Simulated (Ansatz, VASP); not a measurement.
## One calculation of Si, two programs

```
Si
1.0
     2.53880    0.00000    0.00000
     0.00000    2.53880    0.00000
     0.00000    0.00000    2.53880
Si
1
Direct
  0.00000 0.00000 0.00000
```

Alike in both runs: functional revPBE; k mesh 12 × 12 × 12; occupations fermi-dirac, width 0.1 eV; no spin polarisation.

Ansatz relaxed the structure, and its values are those at the end. VASP's run is a single point on that final structure, the one shown.

|  | VASP | Ansatz |
| --- | --- | --- |
| version | VASP 6.6.1 | Ansatz 0.2.0 |
| potentials or method | VASP PAW PBE potentials, release 64 (Si) | plane waves (420 eV) with PAW, scalar-relativistic |
| plane-wave cutoff (eV) | 520 | 420 |
| valence electrons in the cell | 4 | 4 |

VASP gave:

```
pressure (GPa) : -0.2
```

Question: What did Ansatz give for the same quantities?

Answer: Pressure (GPa): 0.0.

Caveats: the PAW data sets were made with another functional, which shifts forces and pressure a little (VASP).
